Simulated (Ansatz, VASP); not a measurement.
## AgCl: VASP beside Ansatz

INCAR

```
ALGO = Normal ; EDIFF = 1E-7
EDIFFG = -0.01 ; ENCUT = 600
GGA = PE ; IBRION = 2
ISIF = 3 ; ISMEAR = 0
LASPH = True ; LCHARG = False
LREAL = False ; LWAVE = False
NELM = 60 ; NSW = 100
PREC = Accurate ; SIGMA = 0.02
```

The input KPOINTS:

```
k-points
0
Gamma
  8 8 8
```

Contents of POSCAR:

```
AgCl
1.0
    0.0000000000      2.7726628800      2.7726628800
    2.7726628800      0.0000000000      2.7726628800
    2.7726628800      2.7726628800      0.0000000000
Ag Cl
1 1
Direct
    0.0000000000      0.0000000000      0.0000000000
    0.5000000000      0.5000000000      0.5000000000
```

Input for Ansatz:

```yaml
crystal:
  lattice:
    - [0.0, 2.77266288, 2.77266288]
    - [2.77266288, 0.0, 2.77266288]
    - [2.77266288, 2.77266288, 0.0]
  atoms:
    - { symbol: Ag, position: [0.0, 0.0, 0.0] }
    - { symbol: Cl, position: [0.5, 0.5, 0.5] }
basis:
  ecutwfc: 420
kpoints:
  mp_grid: { grid: [8, 8, 8] }
hamiltonian:
  xc: pbe
scf:
  occupations: { method: gaussian, width: 0.02 }
output:
  forces: true
  stress: true
  eigenvalues: true
  write_density: true
  write_potential: true
  elf: true
  volumetric_format: npy
relax:
  adjacent_minimum: "off"
  f_tol: 0.01
  max_steps: 80
  cell: { stress_tol: 0.05 }
```

Alike in both runs: task relaxation of cell and atoms; functional PBE; k mesh 8 × 8 × 8; occupations gaussian, width 0.02 eV; no spin polarisation.

|  | VASP | Ansatz |
| --- | --- | --- |
| version | VASP 6.6.1 | Ansatz 0.2.0 |
| potentials or method | VASP PAW PBE potentials, release 64 (Ag, Cl) | scalar-relativistic, plane waves, PAW |
| plane-wave cutoff (eV) | 600 | 420 |
| valence electrons in the cell | 18 | 26 |

|  | VASP | Ansatz | Ansatz less VASP |
| --- | --- | --- | --- |
| gap on the k mesh at the Fermi level, each at its own relaxed structure (eV) | 0.92 | 0.92 | +0.003 |
| relaxed volume (Å³/atom) | 22.03 | 22.09 | +0.063 |
| relaxed cell length with the largest relative difference (Å) | 3.965 | 3.968 | +0.0038 |
| energy change over the relaxation (meV/atom) | -3 | -4 | -0.5 |

The two sets of potentials don't hold the same shells in valence.

A k mesh can miss the band edges. A hybrid or GW would open this gap; PBE tends to underestimate it.
